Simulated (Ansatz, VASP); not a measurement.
# BaTiO3 in VASP and in Ansatz

Contents of INCAR:

```
PREC = Accurate ; ENCUT = 520
EDIFF = 1E-7 ; ISMEAR = -1
SIGMA = 0.05 ; LREAL = False
LASPH = True ; NELM = 100
ALGO = Normal ; ISIF = 2
LWAVE = False ; LCHARG = False
GGA = PS ; NBANDS = 28
KPAR = 2
```

Contents of KPOINTS:

```
Automatic mesh
0
Gamma
  7 7 7
```

Contents of POSCAR:

```
BaTiO3
1.0
    3.9457420220      0.0000000000      0.0000000000
    0.0000000000      3.9457420220      0.0000000000
    0.0000000000      0.0000000000      3.9636960459
Ba Ti O
1 1 3
Direct
    0.0000000000      0.0000000000      0.0000000000
    0.5000000000      0.5000000000      0.4900000000
    0.0000000000      0.5000000000      0.5170000000
    0.5000000000      0.0000000000      0.5170000000
    0.5000000000      0.5000000000      0.0190000000
```

input.yaml

```yaml
crystal:
  lattice:
    - [3.945742022, 0.0, 0.0]
    - [0.0, 3.945742022, 0.0]
    - [0.0, 0.0, 3.9636960459]
  atoms:
    - { symbol: Ba, position: [0.0, 0.0, 0.0] }
    - { symbol: Ti, position: [0.5, 0.5, 0.49] }
    - { symbol: O, position: [0.0, 0.5, 0.517] }
    - { symbol: O, position: [0.5, 0.0, 0.517] }
    - { symbol: O, position: [0.5, 0.5, 0.019] }
hamiltonian:
  xc: pbesol
  pseudopotentials: { kind: paw }
kpoints:
  mp_grid: { grid: [7, 7, 7] }
scf:
  occupations: { method: fermi_dirac, width: 0.05 }
output:
  forces: true
  stress: true
  eigenvalues: true
```

Change from the starting cell: volume scaled by 0.96.

Alike in both runs: task single point; functional PBEsol; k mesh 7 × 7 × 7; occupations fermi-dirac, width 0.05 eV; no spin polarisation.

```csv
,VASP,Ansatz
version,VASP 6.6.1,Ansatz 0.2.0
potentials or method,"VASP PAW PBE potentials, release 64 (Ba_sv, Ti_sv, O)",Ansatz PAW
plane-wave cutoff (eV),520,420
valence electrons in the cell,40,40
```

|  | VASP | Ansatz | Ansatz less VASP |
| --- | --- | --- | --- |
| gap on the k mesh at the Fermi level (eV) | 1.90 | 1.98 | +0.072 |
| least direct gap on the mesh (eV) | 2.06 | 2.09 | +0.029 |
| pressure (GPa) | 5.5 | 3.4 | -2.11 |
| largest component of the traceless stress (GPa) | 0.75 | 0.71 | -0.047 |
| rms of the force components (eV/Å) | 0.051 | 0.043 | -0.0077 |

Atom by atom the forces differ by 0.017 eV/Å (rms over components).

Caveats: spin-orbit coupling is left out, which moves the levels of the heavy elements; the PAW data sets were made with another functional, which shifts forces and pressure a little (VASP); an odd mesh through Γ misses points on the zone boundary, where band edges often lie (VASP); odd divisions of the mesh miss points on the zone boundary, where band edges often lie, so the gap on the mesh can be too wide (Ansatz); the pressure holds a Pulay correction of +0.6 GPa for the finite cutoff (Ansatz); the PAW data sets come from PBE, with cores solved anew for the run's functional, which leaves a small shift of forces and pressure (Ansatz).
